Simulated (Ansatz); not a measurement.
# Ge: the cost of one run

Computed with Ansatz 0.2.0 (DFT PBE, scalar-relativistic, plane waves, PAW, unless a step's input says otherwise).

5 further runs of the same task are left out: 2 that didn't finish, 3 set aside as unsound or not needed.

### 1 Starting point

Symmetry: P6_3/mmc, No. 194, hexagonal system. The conventional cell has a = 4.058 Å, b = 4.058 Å, c = 6.693 Å, α = 90.00°, β = 90.00°, γ = 120.00°. Around Ge (site symmetry 3m) lie 4 Ge at 2.49 to 2.51 Å.

Coordinates:

```
Ge
1.0
     4.05816    0.00000    0.00000
    -2.02908    3.51447    0.00000
     0.00000    0.00000    6.69253
Ge
4
Direct
  0.66667 0.33333 0.06279
  0.33333 0.66667 0.56279
  0.66667 0.33333 0.43721
  0.33333 0.66667 0.93721
```

It goes back to an entry of the Materials Project, which need not be the stable form.

It is the result of an earlier relaxation at this level (volume 23.86 Å³/atom; gap on the mesh: none (metal)).

### 2 Static run: bands, density of states and charges

File input.yaml:

```yaml
crystal:
  lattice:
    - [4.058156707, 0.0, 0.0]
    - [-2.0290783535, 3.5144668008, 0.0]
    - [0.0, 0.0, 6.6925281951]
  atoms:
    - { symbol: Ge, position: [0.6666666667, 0.3333333333, 0.0627911808] }
    - { symbol: Ge, position: [0.3333333333, 0.6666666667, 0.5627911808] }
    - { symbol: Ge, position: [0.6666666667, 0.3333333333, 0.4372088192] }
    - { symbol: Ge, position: [0.3333333333, 0.6666666667, 0.9372088192] }
basis:
  ecutwfc: 420
kpoints:
  mp_grid: { grid: [12, 12, 6] }
  band_path:
    path:
      - [[0.0, 0.0, 0.0], [0.5, 0.0, 0.0], [0.33333333, 0.33333333, 0.0], [0.0, 0.0, 0.0], [0.0, 0.0, 0.5], [0.5, 0.0, 0.5], [0.33333333, 0.33333333, 0.5], [0.0, 0.0, 0.5]]
      - [[0.5, 0.0, 0.5], [0.5, 0.0, 0.0]]
      - [[0.33333333, 0.33333333, 0.5], [0.33333333, 0.33333333, 0.0]]
    npoints: 14
hamiltonian:
  xc: pbe
scf:
  occupations: { method: gaussian, width: 0.1 }
  n_extra_bands: 10
output:
  forces: true
  stress: true
  eigenvalues: true
  populations: true
  dos: { projected: true, de: 0.02, nscf_kmesh: { grid: [18, 18, 9] } }
  bader: true
  write_density: true
  write_potential: true
  elf: true
  volumetric_format: npy
```

On the command line:

```sh
$ ansatz run input.yaml --threads 1 --pin off --max-ram 2560MiB --backend cpu --events-out ev --progress --plain --runs-dir out
```

Q: Estimate wall time and peak memory on 1 thread of Arm Neoverse V2, shared host.

About 73 s, with a peak of 0.6 GiB.
